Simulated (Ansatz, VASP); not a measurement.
# Pd in VASP and in Ansatz

The input INCAR:

```
SYSTEM = Pd
ALGO     = Normal         ! electronic algorithm
EDIFF    = 1E-7           ! SCF threshold, eV
ENCUT    = 520            ! plane-wave cutoff, eV
GGA      = PE             ! functional
ISIF     = 2              ! what is computed and relaxed
ISMEAR   = 0              ! smearing method
LASPH    = .TRUE.         ! aspherical terms in the spheres
LCHARG   = .TRUE.         ! write CHGCAR
LELF     = .TRUE.         ! ELF
LREAL    = .FALSE.        ! projectors in reciprocal space
LVHAR    = .TRUE.       
LWAVE    = .FALSE.        ! write WAVECAR
NBANDS   = 11             ! bands
NELM     = 60             ! most SCF steps
PREC     = Accurate       ! precision mode
SIGMA    = 0.15           ! smearing width, eV
```

KPOINTS

```
k-points
0
G
  20 20 20
  0 0 0
```

POSCAR

```
Pd
1.0
    0.0000000000      1.8476550000      2.0421450000
    1.8476550000      0.0000000000      2.0421450000
    1.8476550000      1.8476550000      0.0000000000
Pd
1
Direct
    0.0000000000      0.0000000000      0.0000000000
```

Input for Ansatz:

```yaml
crystal:
  lattice:
    - [0.0, 1.847655, 2.042145]
    - [1.847655, 0.0, 2.042145]
    - [1.847655, 1.847655, 0.0]
  atoms:
    - { symbol: Pd, position: [0.0, 0.0, 0.0] }
basis:
  ecutwfc: 420
kpoints:
  mp_grid: { grid: [20, 20, 20] }
hamiltonian:
  xc: pbe
scf:
  occupations: { method: gaussian, width: 0.15 }
output:
  forces: true
  stress: true
  eigenvalues: true
```

Change from the starting cell: strain -0.050 along x and y, +0.050 along z, atoms carried along.

Alike in both runs: task single point; functional PBE; k mesh 20 × 20 × 20; occupations gaussian, width 0.15 eV; no spin polarisation.

|  | VASP | Ansatz |
| --- | --- | --- |
| version | VASP 6.6.1 | Ansatz 0.2.0 |
| potentials or method | VASP PAW PBE potentials, release 64 (Pd) | scalar-relativistic, plane waves, PAW |
| plane-wave cutoff (eV) | 520 | 420 |
| valence electrons in the cell | 10 | 18 |

VASP gave:

- gap on the k mesh at the Fermi level (eV): none
- pressure (GPa): 21.1
- largest component of the traceless stress (GPa): 6.54

Task: Which values does Ansatz return?

Result: gap on the k mesh at the Fermi level (eV): none; pressure (GPa): 21.6; largest component of the traceless stress (GPa): 6.65.

A gap of «none» marks a metal or a gap that the smearing closes. The functional is the same, so the differences come from potentials, cutoffs and numerics. The two sets of potentials don't hold the same shells in valence.

Caveats: so large a pressure means that the cell lies far from this level's equilibrium, or that cutoff or potentials fall short (VASP).
